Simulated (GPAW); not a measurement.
Crystal: BaTiO3.

```
Ba Ti O
1.0
     3.99980    0.00000    0.00000
     0.00000    3.99980    0.00000
     0.00000    0.00000    4.01800
Ba Ti O
1 1 3
Cartesian
  0.0000 0.0000 0.0000
  1.9999 1.9999 1.9688
  0.0000 1.9999 2.0773
  1.9999 0.0000 2.0773
  1.9999 1.9999 0.0763
```

| Quantity | Value |
| --- | --- |
| Program | GPAW 26.7.0 |
| Task | relaxation of cell and atoms |
| Functional | TPSS |
| Potentials or basis | GPAW PAW data sets (gpaw-data 1.2.1) |
| Cutoff | 800 eV |
| Basis | pw |
| k mesh | 4 × 4 × 4 |
| Occupations | fermi-dirac, width 0.05 eV |
| Spin | no spin polarisation |

At the start: pressure 1.2 GPa; volume 12.86 Å³/atom.

Task: How do energy, volume and symmetry change on relaxing?

Result: Over 9 steps the energy falls by 2.3 meV/atom and the volume is 13.05 Å³/atom (+1.5 %); space group P4mm (No. 99, to 0.05 Å).

The path:
```
step  energy change (eV)  largest force (eV/Å)  pressure (GPa)  volume (Å³)
   1              0.0000                0.1904            1.16        64.28
   2             -0.0014                0.1594            1.08        64.33
   3             -0.0063                0.0559            0.50        64.73
   4             -0.0067                0.0519            0.39        64.78
   5             -0.0091                0.0519           -0.49        65.16
   6             -0.0095                0.0565           -0.57        65.20
   7             -0.0107                0.0833           -0.60        65.31
   8             -0.0113                0.0577           -0.38        65.30
   9             -0.0115                0.0411           -0.09        65.24
```

Final structure:
```yaml
crystal:
  lattice:
    - [3.99515, 0.00000, 0.00000]
    - [0.00000, 3.99515, 0.00000]
    - [0.00000, 0.00000, 4.08738]
  atoms:
    - { symbol: Ba, position: [0.00000, 0.00000, 0.99880] }
    - { symbol: Ti, position: [0.50000, 0.50000, 0.48146] }
    - { symbol: O, position: [0.00000, 0.50000, 0.51734] }
    - { symbol: O, position: [0.50000, 0.00000, 0.51734] }
    - { symbol: O, position: [0.50000, 0.50000, 0.02796] }
```

Caveat: the k mesh is coarse; later steps reuse the first step's grids; the PAW data sets were made with another functional, which shifts forces and pressure a little.
